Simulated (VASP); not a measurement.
**From VASP inputs to Ansatz: Be₂C (strained antifluorite)**

INCAR

```
GGA = PE
LREAL = .FALSE.
ISIF = 2
ISMEAR = -1
PREC = Accurate
NELM = 120
LCHARG = .FALSE.
NBANDS = 11
LWAVE = .FALSE.
LASPH = .TRUE.
SIGMA = 0.02
NSW = 0
IBRION = -1
ENCUT = 520
EDIFF = 1E-7
```

KPOINTS

```
KPOINTS created by Atomic Simulation Environment
0
Gamma
10 10 10
0 0 0
```

KPOINTS_OPT

```
special points
7
Reciprocal
0.0000000000 0.0000000000 0.0000000000 1
0.5000000000 0.0000000000 0.5000000000 1
0.6250000000 0.2500000000 0.6250000000 1
0.3750000000 0.3750000000 0.7500000000 1
0.5000000000 0.5000000000 0.5000000000 1
0.5000000000 0.2500000000 0.7500000000 1
0.0000000000 0.5000000000 0.5000000000 1
```

POSCAR

```
C  Be
 1.0000000000000000
     0.0000000000000000    2.1604856385000000    2.2144977794999998
     2.1604856385000000    0.0000000000000000    2.2144977794999998
     2.1604856385000000    2.1604856385000000    0.0000000000000000
 C   Be
   1   2
Cartesian
  0.0000000000000000  0.0000000000000000  0.0000000000000000
  1.0802428192500000  1.0802428192500000  1.1072488897499997
  3.2407284577500000  3.2407284577500000  3.3217466692499991
```

VASP ran with the recommended PBE PAW datasets (8 valence electrons in the cell).

Question: Write an Ansatz input for this cell and level of theory.

Answer: 

```yaml
crystal:
  lattice:
    - [0.0, 2.1604856385, 2.2144977795]
    - [2.1604856385, 0.0, 2.2144977795]
    - [2.1604856385, 2.1604856385, 0.0]
  atoms:
    - { symbol: C, position: [0.0, 0.0, 0.0] }
    - { symbol: Be, position: [0.25, 0.25, 0.25] }
    - { symbol: Be, position: [0.75, 0.75, 0.75] }
kpoints:
  mp_grid: { grid: [10, 10, 10] }
  band_path:
    path:
      - [0.0, 0.0, 0.0]
      - [0.5, 0.0, 0.5]
      - [0.625, 0.25, 0.625]
      - [0.375, 0.375, 0.75]
      - [0.5, 0.5, 0.5]
      - [0.5, 0.25, 0.75]
      - [0.0, 0.5, 0.5]
    npoints: 1
hamiltonian:
  xc: pbe
scf:
  occupations: { method: fermi_dirac, width: 0.02 }
  n_extra_bands: 4
output:
  forces: true
  stress: true
  eigenvalues: true
  write_density: true
  write_potential: true
  elf: true
  volumetric_format: npy
```

Other inputs would serve too.

```json
{"": "gap between bands v and c", "VASP": "0.97 eV", "Ansatz": "0.98 eV"}
{"": "least direct gap", "VASP": "3.90 eV", "Ansatz": "3.91 eV"}
{"": "pressure", "VASP": "-3.4 GPa", "Ansatz": "-3.8 GPa"}
```

Each program uses its own PAW datasets. VASP's cell holds 8 valence electrons and Ansatz's 8. Ansatz's stress includes a Pulay correction; VASP's doesn't.
